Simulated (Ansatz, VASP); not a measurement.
Cd in VASP and in Ansatz

INCAR

```
SYSTEM = Cd
  PREC = Accurate
  ENCUT = 520
  EDIFF = 1E-6
  ISMEAR = 0
  SIGMA = 0.15
  LREAL = .FALSE.
  LASPH = .TRUE.
  NELM = 100
  ALGO = Normal
  ISIF = 2
  LWAVE = .FALSE.
  LCHARG = .FALSE.
  GGA = PS
  NBANDS = 12
```

The input KPOINTS:

```
Automatic mesh
0
G
  18 18 18
  0 0 0
```

Contents of POSCAR:

```
Cd
1.0
   -1.6415762400      1.6415762400      1.6415762400
    1.6415762400     -1.6415762400      1.6415762400
    1.6415762400      1.6415762400     -1.6415762400
Cd
1
Direct
    0.0000000000      0.0000000000      0.0000000000
```

Input for Ansatz:

```yaml
crystal:
  lattice:
    - [-1.64157624, 1.64157624, 1.64157624]
    - [1.64157624, -1.64157624, 1.64157624]
    - [1.64157624, 1.64157624, -1.64157624]
  atoms:
    - { symbol: Cd, position: [0.0, 0.0, 0.0] }
basis:
  ecutwfc: 420
kpoints:
  mp_grid: { grid: [18, 18, 18] }
hamiltonian:
  xc: pbesol
scf:
  occupations: { method: gaussian, width: 0.15 }
output:
  forces: true
  stress: true
  eigenvalues: true
```

Change from the starting cell: strain -0.080 along x and y, -0.080 along z, atoms carried along.

Alike in both runs: task single point; functional PBEsol; k mesh 18 × 18 × 18; occupations gaussian, width 0.15 eV; no spin polarisation.

|  | VASP | Ansatz |
| --- | --- | --- |
| version | VASP 6.6.1 | Ansatz 0.2.0 |
| potentials or method | VASP PAW PBE potentials, release 64 (Cd) | scalar-relativistic, plane waves, PAW |
| plane-wave cutoff (eV) | 520 | 420 |
| valence electrons in the cell | 12 | 20 |

```csv
,VASP,Ansatz,Ansatz less VASP
gap on the k mesh at the Fermi level (eV),none,none,-
pressure (GPa),17.9,17.1,-0.85
```

A gap of «none» marks a metal or a gap that the smearing closes. With one functional, cell and mesh, what is left measures potentials, basis and numerics. The two sets of potentials don't hold the same shells in valence.

Caveats: so large a pressure means that the cell lies far from this level's equilibrium, or that cutoff or potentials fall short (VASP); the potentials were made for another functional, which shifts forces and pressure (VASP).
